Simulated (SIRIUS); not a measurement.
Runs of SIRIUS 7.12.0 on Bi. Symmetry: R-3m, No. 166, trigonal system. Conventional cell: a = 4.535 Å, b = 4.535 Å, c = 11.814 Å, α = 90.00°, β = 90.00°, γ = 120.00°. Bi (site symmetry 3m) has 6 Bi at 3.06 to 3.52 Å as nearest neighbours. 

```csv
level,k mesh,local orbitals (radial functions),smallest sphere radius times basis cutoff,V0 of scaled cells (Å³/atom),B0 (GPa)
PBE,6 × 6 × 6,-,-,36.68,44
PBE+D4,6 × 6 × 6,-,-,(a),(c)
PBE+D3,6 × 6 × 6,-,-,(b),49
LDA,7 × 7 × 7,Bi 17,9.01,33.98,54
PBE+D3(BJ),6 × 6 × 6,-,-,35.10,49
```

Alike in all rows: task equation of state; potentials or basis all-electron FP-LAPW, apw+lo standard; no spin polarisation; cell as given; cutoff (eV) 157; smearing fermi-dirac 0.05 eV.

Question: Fill in the values left out.

Answer: (a) 35.04; (b) 35.74; (c) 50.

Caveats: the cell was scaled at fixed shape and fractional positions, which overstates the stiffness of a crystal with free parameters, most of all of layers and chains.
